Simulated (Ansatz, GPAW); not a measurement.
## Ballistic transport through 1,4-diisocyanobenzene between two Ir chains, from relaxation to T(E)

Wanted: T(E) of 1,4-diisocyanobenzene between two Ir chains at a relaxed geometry in two programs, beside the unrelaxed structure.

Method: Ansatz plane waves; relaxation of the junction with the lead ends held, in the first sound run; inputs show where later runs differ, in GPAW 26.7.0 and Ansatz 0.2.0.

Report form: the programs' logs are mostly left out.

## 1. Set-up

The cell holds 30 atoms: 16 Ir, 8 C, 2 N and 4 H. Its edges and angles: a = 10.816 Å, b = 9.000 Å, c = 46.596 Å, α = 90.0°, β = 90.0°, γ = 90.0°. Regions: left lead, 8 atoms (8 Ir); channel, 14 atoms (8 C, 2 N and 4 H); right lead, 8 atoms (8 Ir). Vacuum lies along a and b. The structure is stacked along c, and the current runs across the ab planes.

## 2. Relaxing the atoms

Transmission follows bond lengths closely, so the atoms between the held lead ends are relaxed first, from a slightly shaken start that lets symmetry break.

input.yaml

```yaml
crystal:
  lattice:
    - [10.8160169925, 0.0, 0.0]
    - [0.0, 9.0, 0.0]
    - [0.0, 0.0, 46.5957231111]
  atoms:
    - { symbol: Ir, position: [0.5, 0.5, 0.0246803767] }
    - { symbol: Ir, position: [0.5, 0.5, 0.0740411302] }
    - { symbol: Ir, position: [0.5, 0.5, 0.1234018836] }
    - { symbol: Ir, position: [0.5, 0.5, 0.1727626371] }
    - { symbol: Ir, position: [0.5, 0.5, 0.2221233905] }
    - { symbol: Ir, position: [0.5, 0.5, 0.2714841439] }
    - { symbol: Ir, position: [0.5043675259, 0.5024776113, 0.3202204481] }
    - { symbol: Ir, position: [0.4994119708, 0.4990442336, 0.371726661] }
    - { symbol: C, position: [0.4973838282, 0.5045858729, 0.4155680845] }
    - { symbol: "N", position: [0.5028343004, 0.4999905546, 0.4408895155] }
    - { symbol: C, position: [0.501362463, 0.500365124, 0.4708499515] }
    - { symbol: H, position: [0.7004894602, 0.5041101128, 0.4744138012] }
    - { symbol: H, position: [0.3002357777, 0.4993751971, 0.4735145294] }
    - { symbol: C, position: [0.6081685685, 0.5010272812, 0.4846924716] }
    - { symbol: C, position: [0.3849519435, 0.4947374025, 0.4848854191] }
    - { symbol: C, position: [0.6141802342, 0.4982383259, 0.5143842299] }
    - { symbol: C, position: [0.3856742666, 0.4994953811, 0.5142239396] }
    - { symbol: H, position: [0.6980381497, 0.4964146445, 0.5266687534] }
    - { symbol: H, position: [0.3053199248, 0.5005518968, 0.5280324264] }
    - { symbol: C, position: [0.4980778277, 0.4962125641, 0.5293865516] }
    - { symbol: "N", position: [0.5002367554, 0.5012468417, 0.5596122479] }
    - { symbol: C, position: [0.4991237679, 0.5029526468, 0.5844537532] }
    - { symbol: Ir, position: [0.5019418214, 0.5014954649, 0.6299564116] }
    - { symbol: Ir, position: [0.5006132627, 0.4975907904, 0.6795034354] }
    - { symbol: Ir, position: [0.5, 0.5, 0.7285158561] }
    - { symbol: Ir, position: [0.5, 0.5, 0.7778766095] }
    - { symbol: Ir, position: [0.5, 0.5, 0.8272373629] }
    - { symbol: Ir, position: [0.5, 0.5, 0.8765981164] }
    - { symbol: Ir, position: [0.5, 0.5, 0.9259588698] }
    - { symbol: Ir, position: [0.5, 0.5, 0.9753196233] }
kpoints:
  mp_grid: { grid: [1, 1, 2] }
hamiltonian:
  xc: pbe
scf:
  occupations: { method: fermi_dirac, width: 0.1 }
relax:
  f_tol: 0.03
  max_steps: 80
  constraints: [{ sites: [0, 1, 2, 3, 4, 5, 24, 25, 26, 27, 28, 29] }]
```

The run is started by

```sh
> ansatz run input.yaml --threads 4 --pin off --max-ram 8192MiB --backend cpu --events-out ev --progress --plain --runs-dir out
```

Run time: 15 min. Hardware: 4 threads of Arm Neoverse N1, shared host; peak memory 5 GiB.

Step by step:

```tsv
step	energy less that of the first step (eV)	largest force component (eV/Å)
1	0.0000	4.5308
2	-0.4927	1.7445
3	-0.6828	0.5778
4	-0.8580	0.5786
5	-0.9481	0.6093
6	-1.1295	0.6980
7	-1.1963	0.6003
8	-1.2663	0.0852
9	-1.2738	0.0374
10	-1.2754	0.0106
11	-1.2677	0.3014
12	-1.2760	0.0460
13	-1.2767	0.0351
14	-1.2769	0.0228
```

Relaxation step 11 was tried and not accepted.

The atoms that moved most (Å):

```tsv
atom	dx	dy	dz	length
Ir24	-0.571	-0.022	-0.048	0.573
Ir7	0.484	0.152	0.065	0.512
Ir8	-0.312	-0.080	-0.080	0.332
Ir23	0.301	0.026	0.010	0.302
C22	0.016	-0.009	0.168	0.169
C9	0.008	-0.027	-0.161	0.163
H19	-0.073	-0.028	-0.111	0.136
N10	-0.009	0.030	-0.127	0.131
```

Final coordinates:

```cif
data_structure
_symmetry_space_group_name_H-M 'P 1'
_symmetry_Int_Tables_number 1
_cell_length_a 10.8160
_cell_length_b 9.0000
_cell_length_c 46.5957
_cell_angle_alpha 90.000
_cell_angle_beta 90.000
_cell_angle_gamma 90.000
_cell_volume 4535.82
loop_
_atom_site_label
_atom_site_type_symbol
_atom_site_fract_x
_atom_site_fract_y
_atom_site_fract_z
_atom_site_occupancy
Ir1 Ir 0.50000 0.50000 0.02468 1
Ir2 Ir 0.50000 0.50000 0.07404 1
Ir3 Ir 0.50000 0.50000 0.12340 1
Ir4 Ir 0.50000 0.50000 0.17276 1
Ir5 Ir 0.50000 0.50000 0.22212 1
Ir6 Ir 0.50000 0.50000 0.27148 1
Ir7 Ir 0.54915 0.51937 0.32162 1
Ir8 Ir 0.47052 0.49021 0.37002 1
C9 C 0.49816 0.50158 0.41212 1
N10 N 0.50205 0.50327 0.43816 1
C11 C 0.50093 0.50326 0.46846 1
H12 H 0.69992 0.50825 0.47454 1
H13 H 0.30136 0.49829 0.47344 1
C14 C 0.61052 0.50588 0.48531 1
C15 C 0.38962 0.50031 0.48471 1
C16 C 0.60889 0.50544 0.51547 1
C17 C 0.38800 0.49985 0.51488 1
H18 H 0.69715 0.50747 0.52675 1
H19 H 0.29857 0.49749 0.52564 1
C20 C 0.49760 0.50238 0.53172 1
N21 N 0.49665 0.50185 0.56202 1
C22 C 0.50063 0.50193 0.58806 1
Ir23 Ir 0.52975 0.50436 0.63016 1
Ir24 Ir 0.44786 0.49518 0.67847 1
Ir25 Ir 0.50000 0.50000 0.72852 1
Ir26 Ir 0.50000 0.50000 0.77788 1
Ir27 Ir 0.50000 0.50000 0.82724 1
Ir28 Ir 0.50000 0.50000 0.87660 1
Ir29 Ir 0.50000 0.50000 0.92596 1
Ir30 Ir 0.50000 0.50000 0.97532 1
```

This step gave:

* free energy: -193740.5689 eV
* smearing term TS: 1.740 eV
* symmetry operations: 1

The relaxation lowered the energy of the cell by 1.28 eV.

## 3. Plane waves, PBE

Plane waves give the reference curve, free of the bias of atom-centred orbitals.

This step: Ansatz plane waves; Landauer transmission by layers, zero bias (Ansatz 0.2.0).

input.yaml

```yaml
crystal:
  lattice:
    - [10.8160169925, 0.0, 0.0]
    - [0.0, 9.0, 0.0]
    - [0.0, 0.0, 46.5957231111]
  atoms:
    - { symbol: Ir, position: [0.5, 0.5, 0.0246803767] }
    - { symbol: Ir, position: [0.5, 0.5, 0.0740411302] }
    - { symbol: Ir, position: [0.5, 0.5, 0.1234018836] }
    - { symbol: Ir, position: [0.5, 0.5, 0.1727626371] }
    - { symbol: Ir, position: [0.5, 0.5, 0.2221233905] }
    - { symbol: Ir, position: [0.5, 0.5, 0.2714841439] }
    - { symbol: Ir, position: [0.5491525406, 0.5193749059, 0.3216200076] }
    - { symbol: Ir, position: [0.4705247566, 0.4902098648, 0.3700186409] }
    - { symbol: C, position: [0.4981567054, 0.5015780433, 0.4121175789] }
    - { symbol: "N", position: [0.5020468484, 0.503270743, 0.4381587216] }
    - { symbol: C, position: [0.5009254711, 0.5032606416, 0.4684567724] }
    - { symbol: H, position: [0.6999209322, 0.5082473984, 0.474536479] }
    - { symbol: H, position: [0.3013550057, 0.4982884679, 0.4734363005] }
    - { symbol: C, position: [0.6105156121, 0.5058830443, 0.4853095044] }
    - { symbol: C, position: [0.389620855, 0.5003054102, 0.4847110456] }
    - { symbol: C, position: [0.6088918009, 0.5054370052, 0.5154711879] }
    - { symbol: C, position: [0.3880005115, 0.4998501551, 0.5148782161] }
    - { symbol: H, position: [0.6971514706, 0.5074678873, 0.5267489572] }
    - { symbol: H, position: [0.2985709942, 0.4974907837, 0.5256437432] }
    - { symbol: C, position: [0.4975973415, 0.5023793977, 0.5317229682] }
    - { symbol: "N", position: [0.4966545796, 0.5018518118, 0.5620163382] }
    - { symbol: C, position: [0.5006308252, 0.5019302251, 0.5880575126] }
    - { symbol: Ir, position: [0.5297495253, 0.5043577526, 0.6301635168] }
    - { symbol: Ir, position: [0.4478568918, 0.4951799024, 0.6784749534] }
    - { symbol: Ir, position: [0.5, 0.5, 0.7285158561] }
    - { symbol: Ir, position: [0.5, 0.5, 0.7778766095] }
    - { symbol: Ir, position: [0.5, 0.5, 0.8272373629] }
    - { symbol: Ir, position: [0.5, 0.5, 0.8765981164] }
    - { symbol: Ir, position: [0.5, 0.5, 0.9259588698] }
    - { symbol: Ir, position: [0.5, 0.5, 0.9753196233] }
kpoints:
  mp_grid: { grid: [1, 1, 2] }
hamiltonian:
  xc: pbe
scf:
  occupations: { method: fermi_dirac, width: 0.1 }
output:
  transmission:
    leads: [[0, 1]]
    e_range: [-2, 2]
    de: 0.025
    kmesh: [1, 1]
    reduced_basis: true
  write_potential: true
  write_density: true
  volumetric_format: npy
```

The job ended after 2.1 h (4 threads; peak memory 7.2 GiB; 6.7 h of CPU time).

Numbers from this step:

```yaml
free_energy: -193740.5690 eV
lead_level: 0 eV from the Fermi level
transmission_at_the_fermi_level_one_spin: 0.2532
open_channels_of_the_lead_at_the_fermi_level_one_spin: 6
step_of_the_potential_along_the_lead: 7.9 meV
offset_of_the_lead: 0 Å
filling_of_the_lead_less_its_bulk_value_in_size: 7.8 meV
conductance: 0.2708 G₀
```

One spin. The transmission, zone mean by energy, zero at the Fermi level:

energy (eV), transmission, zone mean and a bar:
```
   -2.000      0.431 #############
   -1.900      0.341 ##########
   -1.800      0.272 ########
   -1.700      0.224 ######
   -1.600      0.193 #####
   -1.500      0.175 #####
   -1.400      0.192 #####
   -1.300      0.195 #####
   -1.200      0.180 #####
   -1.100      0.151 ####
   -1.000      0.128 ###
   -0.900      0.109 ###
   -0.800      0.104 ###
   -0.700      0.118 ###
   -0.600      0.176 #####
   -0.500      0.359 ###########
   -0.400      0.719 ######################
   -0.350      0.793 ########################
   -0.300      0.704 #####################
   -0.200      0.356 ###########
   -0.100      0.226 ######
    0.000      0.253 #######
    0.050      0.392 ############
    0.100      0.258 #######
    0.200      0.100 ###
    0.300      0.053 #
    0.400      0.035 #
    0.500      0.026 
    0.600      0.021 
    0.700      0.019 
    0.800      0.018 
    0.900      0.019 
    1.000      0.020 
    1.100      0.023 
    1.200      0.029 
    1.300      0.039 #
    1.400      0.058 #
    1.500      0.101 ###
    1.600      0.220 ######
    1.700      0.655 ####################
    1.750      0.984 ##############################
    1.800      0.803 ########################
    1.900      0.220 ######
    2.000      0.059 #
```

One spin. Open channels, zone mean against energy, zero at the Fermi level:

energy (eV), open channels, zone mean and a bar from the least value:
```
   -2.000       3.00 
   -1.800       4.00 ##########
   -1.600       4.00 ##########
   -1.400       6.00 ##############################
   -1.200       6.00 ##############################
   -1.000       6.00 ##############################
   -0.800       6.00 ##############################
   -0.600       6.00 ##############################
   -0.400       6.00 ##############################
   -0.200       6.00 ##############################
    0.000       6.00 ##############################
    0.200       4.00 ##########
    0.400       4.00 ##########
    0.600       4.00 ##########
    0.800       4.00 ##########
    1.000       3.00 
    1.200       3.00 
    1.400       3.00 
    1.600       3.00 
    1.800       3.00 
    2.000       3.00
```

Crystal 0, spin -, k parallel (0, 0); distinct values, listed up to 1.5 1/Å. Im kz of the slowest decaying states against energy, zero at the Fermi level:

```tsv
energy (eV)	decay 1 (Å⁻¹)	decay 2 (Å⁻¹)	decay 3 (Å⁻¹)	decay 4 (Å⁻¹)
-2.000	0.0419	0.549	0.549	1.32
-1.800	0.446	0.446	1.30	1.31
-1.600	0.301	0.301	1.28	1.29
-1.400	1.25	1.27	1.34	1.43
-1.200	1.23	1.25	1.32	1.41
-1.000	1.21	1.23	1.30	1.40
-0.800	1.19	1.21	1.28	1.38
-0.600	1.17	1.19	1.25	1.36
-0.400	1.15	1.17	1.23	1.34
-0.200	1.12	1.15	1.21	1.32
0.000	1.10	1.12	1.19	1.30
0.200	0.245	0.245	1.08	1.10
0.400	0.368	0.368	1.05	1.08
0.600	0.451	0.451	1.03	1.05
0.800	0.514	0.515	1.00	1.03
1.000	0.0956	0.566	0.566	0.977
1.200	0.197	0.610	0.610	0.951
1.400	0.258	0.647	0.647	0.925
1.600	0.303	0.680	0.898	0.926
1.800	0.340	0.709	0.870	0.900
2.000	0.370	0.734	0.842	0.873
```

Crystal 0, spin -, k parallel (0, 0). The Re kz of states that move upwards by energy, zero at the Fermi level:

```tsv
energy (eV)	channel 1 (Å⁻¹)	channel 2 (Å⁻¹)	channel 3 (Å⁻¹)	channel 4 (Å⁻¹)	channel 5 (Å⁻¹)	channel 6 (Å⁻¹)
-2.0000	-0.680	-0.680	0.708	-	-	-
-1.7500	-0.639	-0.639	0.290	0.729	-	-
-1.5000	-0.600	-0.600	0.414	0.751	-	-
-1.2500	-0.561	-0.561	0.339	0.339	0.510	0.773
-1.0000	-0.524	-0.524	0.528	0.529	0.591	0.796
-0.7500	-0.487	-0.487	0.661	0.682	0.682	0.823
-0.5000	-0.451	-0.451	0.721	0.828	0.828	0.856
-0.2500	-0.415	-0.415	0.769	0.898	0.985	0.985
0.0000	-0.379	-0.379	0.806	0.951	1.21	1.21
0.2500	-0.343	-0.343	0.835	1.02	-	-
0.5000	-0.307	-0.307	0.860	1.09	-	-
0.7500	-0.270	-0.270	0.882	1.19	-	-
1.0000	-0.232	-0.232	0.903	-	-	-
1.2500	-0.194	-0.193	0.922	-	-	-
1.5000	-0.152	-0.152	0.942	-	-	-
1.7500	-0.107	-0.107	0.961	-	-	-
2.0000	-0.0491	-0.0489	0.980	-	-	-
```

The electrostatic potential energy of an electron (with the applied field's), less the Fermi level, planar mean oscillates, so the rows of the table below give means over windows of 2.26 Å about each position, cut where the curve ends. Its first 14 maxima inside the range that stand out by 2 % of the span (Å: eV): 2.3: 5.36, 4.7: 5.35, 6.8: 5.34, 9.2: 5.33, 11.5: 5.30, 13.8: 5.23, 16.2: 5.03, 18.3: 4.88, 19.8: 4.41, 21.1: 4.18, 23.3: 3.83, 25.5: 4.17, 26.8: 4.41, 28.2: 4.88. Its first 14 minima: 1.2: 3.84, 3.5: 3.84, 5.8: 3.84, 8.0: 3.82, 10.3: 3.78, 12.7: 3.74, 15.0: 3.66, 17.3: 3.51, 19.2: 3.99, 20.5: 3.83, 22.4: 2.41, 24.2: 2.41, 26.1: 3.83, 27.4: 3.99.

Electrostatic potential energy of an electron (with the applied field's), less the Fermi level, planar mean against z; means over each step:

```tsv
z (Å)	electrostatic potential energy of an electron (with the applied field's), less the Fermi level, planar mean (eV)
1.13	4.58
3.39	4.58
5.65	4.57
7.91	4.56
10.17	4.53
12.43	4.49
14.69	4.42
16.95	4.24
19.21	4.37
21.47	3.39
23.73	2.95
25.99	4.00
28.25	4.26
30.51	4.30
32.77	4.48
35.03	4.54
37.29	4.57
39.55	4.59
41.81	4.60
44.07	4.60
46.33	4.37
```

The valence density, planar mean oscillates, so the rows of the table below give means over windows of 2.33 Å about each position, cut where the curve ends. Its first 14 maxima inside the range that stand out by 2 % of the span (Å: e/Å³): 1.2: 0.149, 3.5: 0.149, 5.7: 0.148, 8.0: 0.149, 10.3: 0.149, 12.7: 0.150, 15.0: 0.149, 17.2: 0.148, 20.4: 0.0500, 22.3: 0.0993, 24.3: 0.0992, 26.2: 0.0499, 29.4: 0.148, 31.6: 0.149. Its first 14 minima: 2.3: 0.0232, 4.7: 0.0233, 6.8: 0.0233, 9.2: 0.0231, 11.5: 0.0232, 13.8: 0.0216, 16.2: 0.0229, 18.3: 0.0215, 21.1: 0.0263, 23.3: 0.0535, 25.5: 0.0262, 28.2: 0.0214, 30.4: 0.0231, 32.8: 0.0217.

Valence density, planar mean against z; means over each step:

z (Å), valence density, planar mean (e/Å³) and a bar from the least value:
```
     1.17      0.075 ###########################
     3.50      0.075 ###########################
     5.83      0.075 ###########################
     8.16      0.075 ############################
    10.48      0.075 ###########################
    12.82      0.075 ###########################
    15.14      0.076 ############################
    17.48      0.075 ###########################
    19.80      0.037 
    22.13      0.062 ##################
    24.46      0.062 ##################
    26.80      0.037 
    29.12      0.075 ###########################
    31.45      0.076 ############################
    33.79      0.075 ###########################
    36.12      0.075 ###########################
    38.45      0.075 ############################
    40.77      0.075 ###########################
    43.10      0.075 ###########################
    45.44      0.079 ##############################
```

The largest of the program's own error estimates on the conductance is 8.9 %. T at the Fermi level is 0.253 of 6 open channels a spin, without spin-orbit coupling, which is large for these atoms.

(Continued in part 2 of 3.)

[Logs are printed without paths, hosts, clocks, repeated set-up lines and the standing remarks that a program may print on its own settings, such as how far it seeks lower states.]

[Hosts, paths, dates, database ids (printed as entryN), source tags and the programs' standing remarks are cut or masked in the printed files.]
